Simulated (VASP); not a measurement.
# Ir (Fm-3m) in VASP: elastic constants with PBE

Aim: the elastic constants of Ir with PBE.

Program: VASP 6.6.1. These are calculated values, not measurements. Logs are shortened: lines on timing, memory, paths and dates and some standing lists are left out, and cuts for length are marked.

## Step 1: Starting point

It takes space group Fm-3m (No. 225, cubic). Conventional cell: a = 3.854 Å, b = 3.854 Å, c = 3.854 Å, α = 90.00°, β = 90.00°, γ = 90.00°. Ir (site symmetry m-3m) has 12 Ir at 2.73 Å as nearest neighbours.

## Step 2: Elastic constants, PBE

POSCAR reads:

```
Ir
1.0
    0.0000000000      1.9269646700      1.9269646700
    1.9269646700      0.0000000000      1.9269646700
    1.9269646700      1.9269646700      0.0000000000
Ir
1
Direct
    0.0000000000      0.0000000000      0.0000000000
```

INCAR.step1 reads:

```
PREC     = Accurate       # precision mode
ENCUT    = 600            # plane-wave cutoff, eV
EDIFF    = 1E-8           # SCF threshold, eV
ISMEAR   = 0              # smearing method
SIGMA    = 0.1            # smearing width, eV
LREAL    = False          # projectors in reciprocal space
LASPH    = True           # aspherical terms in the spheres
NELM     = 100            # most SCF steps
ALGO     = Fast           # electronic algorithm
ISIF     = 3              # what is computed and relaxed
LWAVE    = False          # write WAVECAR
LCHARG   = False          # write CHGCAR
GGA      = PE             # functional
IBRION   = 2              # ionic algorithm
NSW      = 40             # ionic steps
EDIFFG   = -0.002         # ionic threshold
```

INCAR.step2 reads:

```
PREC     = Accurate       # precision mode
ENCUT    = 600            # plane-wave cutoff, eV
EDIFF    = 1E-8           # SCF threshold, eV
ISMEAR   = 0              # smearing method
SIGMA    = 0.1            # smearing width, eV
LREAL    = False          # projectors in reciprocal space
LASPH    = True           # aspherical terms in the spheres
NELM     = 100            # most SCF steps
ALGO     = Fast           # electronic algorithm
ISIF     = 3              # what is computed and relaxed
LWAVE    = False          # write WAVECAR
LCHARG   = False          # write CHGCAR
GGA      = PE             # functional
IBRION   = 6              # ionic algorithm
NFREE    = 2            
POTIM    = 0.015          # step
NSW      = 1              # ionic steps
```

KPOINTS reads:

```
regular mesh
0
Gamma
  18 18 18
```

Potentials or basis: VASP PAW PBE potentials, release 64 (Ir).

The run is started by

```sh
$ cat potpaw_PBE.64/Ir/POTCAR > POTCAR
$ cp INCAR.step1 INCAR
$ mpirun -np 1 vasp_std > vasp.out
$ cp CONTCAR POSCAR
$ cp INCAR.step2 INCAR
$ mpirun -np 1 vasp_std > vasp.out
```

OUTCAR:

```text
PREC = Accurate
   ENCUT = 600
   EDIFF = 1E-8
   ISMEAR = 0
   LREAL = False
   LASPH = True
   NELM = 100
   ISIF = 3
   GGA = PE
   IBRION = 6
   NFREE = 2
   POTIM = 0.015
   NSW = 1

 ion  position               nearest neighbor table
   1  0.000  0.000  0.000-

  LATTYP: Found a face centered cubic cell.
 ALAT       =     3.8726799946

  Lattice vectors:

 A1 = (   0.0000000000,   1.9363399973,   1.9363399973)
 A2 = (   1.9363399973,   0.0000000000,   1.9363399973)
 A3 = (   1.9363399973,   1.9363399973,   0.0000000000)

Analysis of symmetry for initial positions (statically):
=====================================================================
 Subroutine PRICEL returns:
 Original cell was already a primitive cell.

 Routine SETGRP: Setting up the symmetry group for a
 face centered cubic supercell.

 Subroutine GETGRP returns: Found 48 space group operations
 (whereof 48 operations were pure point group operations)
 out of a pool of 48 trial point group operations.

The static configuration has the point symmetry O_h .

Analysis of symmetry for dynamics (positions and initial velocities):
=====================================================================
 Subroutine PRICEL returns:
 Original cell was already a primitive cell.

 Routine SETGRP: Setting up the symmetry group for a
 face centered cubic supercell.

 Subroutine GETGRP returns: Found 48 space group operations
 (whereof 48 operations were pure point group operations)
 out of a pool of 48 trial point group operations.

The dynamic configuration has the point symmetry O_h .

 Subroutine INISYM returns: Found 48 space group operations
 (whereof 48 operations are pure point group operations),
 and found     1 'primitive' translations

----------------------------------------------------------------------------------------

                                     Primitive cell

[... 519 lines left out ...]

 number of electron       9.0000000 magnetization

------------------------ aborting loop because EDIFF is reached ----------------------------------------
[... 65 lines left out ...]
--------------------------------------- Ionic step       15  -------------------------------------------

 number of electron       9.0000000 magnetization

 Free energy of the ion-electron system (eV)
  ---------------------------------------------------
  ext. energy  EPLUGINS =         0.00000000
  ---------------------------------------------------
  free energy    TOTEN  =        -8.85401028 eV

  energy without entropy =       -8.84863139  energy(sigma->0) =       -8.85132084

 E-fermi :   9.9900     XC(G=0): -13.8333

 val. band max:        9.9874251364   @ k =   0.5000   0.2222   0.1111
 cond. band min:       9.9943597958   @ k =   0.3333   0.1111   0.0556
 fundamental gap:      0.0069346594
 Fermi energy:         9.9900259668

 k-point     1 :       0.0000    0.0000    0.0000
  band No.  band energies     occupation
      1      -0.8811      2.00000
      2       6.2256      2.00000
      3       6.2256      2.00000
      4       6.2256      2.00000
      5       8.8048      2.00000
      6       8.8048      2.00000
      7      24.3340      0.00000
      8      29.7658      0.00000
[... 281 lines left out ...]
  FREE ENERGIE OF THE ION-ELECTRON SYSTEM (eV)
  ---------------------------------------------------
  free  energy   TOTEN  =        -8.8540102833 eV

  energy  without entropy=       -8.8486313917  energy(sigma->0) =       -8.85132084

 INTERNAL STRAIN TENSORS FROM STRAINED CELLS
 ============================================

 INTERNAL STRAIN TENSOR FOR ION    1 for displacements in x,y,z  (eV/Angst):
          X           Y           Z          XY          YZ          ZX
  --------------------------------------------------------------------------------
  x    -0.00000     0.00000    -0.00000     0.00000     0.00000     0.00000
  y     0.00000    -0.00000     0.00000     0.00000     0.00000     0.00000
  z     0.00000    -0.00000     0.00000     0.00000    -0.00000     0.00000

 INTERNAL STRAIN TENSORS FROM DISPLACED ATOMS
 ============================================

 INTERNAL STRAIN TENSOR FOR ION    1 for displacements in x,y,z  (eV/Angst):
          X           Y           Z          XY          YZ          ZX
  --------------------------------------------------------------------------------
  x     0.00000     0.00000     0.00000     0.00000     0.00000     0.00000
  y     0.00000     0.00000     0.00000     0.00000     0.00000     0.00000
  z     0.00000     0.00000     0.00000     0.00000     0.00000     0.00000

 Eigenvectors and eigenvalues of the dynamical matrix
 ----------------------------------------------------

   1 f/i=    0.000000 THz     0.000000 2PiTHz    0.000000 cm-1     0.000000 meV
             X         Y         Z           dx          dy          dz
      0.000000  0.000000  0.000000    -0.133918   -0.990992    0.000000

   2 f/i=    0.000000 THz     0.000000 2PiTHz    0.000000 cm-1     0.000000 meV
             X         Y         Z           dx          dy          dz
      0.000000  0.000000  0.000000     0.990992   -0.133918    0.000000

   3 f/i=    0.000000 THz     0.000000 2PiTHz    0.000000 cm-1     0.000000 meV
             X         Y         Z           dx          dy          dz
      0.000000  0.000000  0.000000     0.000000    0.000000    1.000000

--------------------------------------------------------------------------------------------------------

 ELASTIC MODULI CONTR FROM IONIC RELAXATION (kBar)
 Direction    XX          YY          ZZ          XY          YZ          ZX
 --------------------------------------------------------------------------------
 XX           0.0000      0.0000      0.0000      0.0000      0.0000      0.0000
 YY           0.0000      0.0000      0.0000      0.0000      0.0000      0.0000
 ZZ           0.0000      0.0000      0.0000      0.0000      0.0000      0.0000
 XY           0.0000      0.0000      0.0000      0.0000      0.0000      0.0000
 YZ           0.0000      0.0000      0.0000      0.0000      0.0000      0.0000
 ZX           0.0000      0.0000      0.0000      0.0000      0.0000      0.0000
 --------------------------------------------------------------------------------

 TOTAL ELASTIC MODULI (kBar)
 Direction    XX          YY          ZZ          XY          YZ          ZX
 --------------------------------------------------------------------------------
 XX        5919.4517   2285.9369   2285.9369      0.0000      0.0000      0.0000
 YY        2285.9369   5919.4517   2285.9369      0.0000      0.0000     -0.0000
 ZZ        2285.9369   2285.9369   5919.4517      0.0000     -0.0000     -0.0000
 XY           0.0000      0.0000      0.0000   2476.9109      0.0000      0.0000
 YZ           0.0000      0.0000     -0.0000      0.0000   2476.9109      0.0000
 ZX           0.0000     -0.0000     -0.0000      0.0000      0.0000   2476.9109
 --------------------------------------------------------------------------------
```

OUTCAR.step1:

```text
PREC = Accurate
   ENCUT = 600
   EDIFF = 1E-8
   ISMEAR = 0
   LREAL = False
   LASPH = True
   NELM = 100
   ISIF = 3
   GGA = PE
   IBRION = 2
   NSW = 40
   EDIFFG = -0.002

[... 653 lines left out ...]
 fundamental gap:      0.0069342139
 Fermi energy:         9.9900135685

 k-point     1 :       0.0000    0.0000    0.0000
  band No.  band energies     occupation
      1      -0.8811      2.00000
      2       6.2256      2.00000
      3       6.2256      2.00000
      4       6.2256      2.00000
      5       8.8047      2.00000
      6       8.8047      2.00000
      7      24.3340      0.00000
      8      29.7658      0.00000
[... 281 lines left out ...]
  FREE ENERGIE OF THE ION-ELECTRON SYSTEM (eV)
  ---------------------------------------------------
  free  energy   TOTEN  =        -8.8540069573 eV

  energy  without entropy=       -8.8486280551  energy(sigma->0) =       -8.85131751

 reached required accuracy - stopping structural energy minimisation
```

Wall time 14 min (1 thread of Intel Xeon Platinum 8488C (Sapphire Rapids), shared host); peak memory 0.57 GiB.

What came out:

```
Relaxed volume                         : 14.52 Å³/atom
Relaxed cell                           : a = 2.738 Å, b = 2.738 Å, c = 2.738 Å, α = 60.00°, β = 60.00°, γ = 60.00°
Space group after relaxing (to 0.05 Å) : Fm-3m (No. 225)
Elastic constants C11, C12, C44        : 592, 229, 248 GPa
Voigt bulk modulus                     : 350 GPa
```

The path:
```csv
step,energy change (eV),largest force (eV/Å),pressure (GPa),volume (Å³)
1,0.0000,0.0000,5.29,14.31
2,0.0388,0.0000,-16.15,15.31
3,-0.0034,0.0000,-0.13,14.53
4,-0.0034,0.0000,0.03,14.52
5,-0.0034,0.0000,0.03,14.52
6,-0.0034,0.0000,0.03,14.52
7,-0.0034,0.0000,0.02,14.52
8,-0.0034,0.0000,0.02,14.52
9,-0.0034,0.0000,0.02,14.52
10,-0.0034,0.0000,0.02,14.52
11,-0.0034,0.0000,0.02,14.52
12,-0.0034,0.0000,0.02,14.52
13,-0.0034,0.0000,0.02,14.52
```

Final structure:
```yaml
crystal:
  lattice:
    - [0.00000, 1.93634, 1.93634]
    - [1.93634, 0.00000, 1.93634]
    - [1.93634, 1.93634, 0.00000]
  atoms:
    - { symbol: Ir, position: [0.00000, 0.00000, 0.00000] }
```

Elastic tensor in Voigt notation (GPa, in the Cartesian axes of the cell as first typed):
```
592 229 229   0   0   0
229 592 229   0   0   0
229 229 592   0   0   0
  0   0   0 248   0   0
  0   0   0   0 248   0
  0   0   0   0   0 248
```

Clamped-ion elastic tensor (GPa):
```
592 229 229   0   0   0
229 592 229   0   0   0
229 229 592   0   0   0
  0   0   0 248   0   0
  0   0   0   0 248   0
  0   0   0   0   0 248
```

The run has no spin-orbit coupling, so splittings on Ir are missing.
